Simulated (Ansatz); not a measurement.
The calculation used DFT PBE, scalar-relativistic, plane waves, PAW in Ansatz 0.2.0. All cells share a 420 eV cutoff and Γ-centred k meshes spaced at most about 0.3 Å⁻¹ (about 0.25 or finer for metals, 2π included). No spin polarisation in the final relaxations.

Temperature and zero-point effects are left out. All come from trial cells, and lower structures may exist.

Question: Which of these relaxed structures of K3H is the lowest in energy?
1.

```
CELL_PARAMETERS angstrom
3.88903 0.00000 0.00000
0.00000 3.88903 0.00000
0.00000 0.00000 11.49392
ATOMIC_POSITIONS crystal
K 0.50000 0.50000 0.15163
K 0.50000 0.50000 0.84837
K 0.00000 0.00000 0.50000
H 0.00000 0.00000 0.00000
```

2.

```
CELL_PARAMETERS angstrom
8.19584 0.00000 0.00000
-4.09792 7.09780 0.00000
0.00000 0.00000 4.72295
ATOMIC_POSITIONS crystal
K 0.33333 0.66667 0.50000
K 0.66667 0.33333 0.50000
K 0.00000 0.00000 0.50000
H 0.00000 0.00000 0.00000
```

Answer: 1. It has space group P4/mmm (No. 123); the next, 2, with space group P6/mmm (No. 191), lies 153 meV/atom higher. Counting K atoms around H (those within 1.25 times the shortest such distance or 1.15 times the sum of covalent radii, 1.27 where that leaves under three), the lowest has H 8 and the next has H 2. Even the lowest lies +0.06 eV/atom against the elements.

With hydrogen, zero-point motion can shift such differences by 10 meV/atom or more. Cells relaxed within their symmetry can be saddle points. Some candidate types were left out of the draw beforehand, so a known form may be missing.
